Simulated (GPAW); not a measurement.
Crystal: BaTiO3.

```
CELL_PARAMETERS angstrom
2.82737 1.63238 2.31839
-2.82737 1.63238 2.31839
0.00000 -3.26476 2.31839
ATOMIC_POSITIONS crystal
Ba 0.00000 0.00000 0.00000
Ti 0.48450 0.48450 0.48450
O 0.50860 0.01750 0.50860
O 0.01750 0.50860 0.50860
O 0.50860 0.50860 0.01750
```

Base run:

- Program: GPAW 26.7.0
- Functional: PBEsol
- Potentials or basis: PAW data sets generated in the run's folder for this functional
- Cutoff: 800 eV
- Basis: pw
- k mesh: 5 × 5 × 5
- Occupations: fermi-dirac, width 0.05 eV
- Spin: no spin polarisation

Its results: band gap on the k mesh 2.49 eV, indirect (least direct gap 2.76 eV); pressure 0.3 GPa; largest force 0.193 eV/Å.

Q: After a change of settings the same cell gave: band gap on the k mesh 2.98 eV, indirect (least direct gap 3.26 eV); pressure 2.4 GPa; largest force 1.066 eV/Å. Which change was it?
A. hubbard terms from none to Ti d U = 4 eV
B. hubbard terms from none to Ti d U = 1 eV
C. k mesh from 5 × 5 × 5 to 7 × 7 × 7; spin from no spin polarisation to spin-orbit coupling, no magnetisation

A: A.

The U term pushes filled and empty states of the shell apart.

Caveats: spin-orbit coupling is left out, which moves the levels of the heavy elements; the mesh misses the band edges, which the band path finds closer together; forces of over 1 eV/Å show positions far from the minimum, so gaps and moduli don't describe the material at rest (some runs).

Not every run made on this cell is shown here.
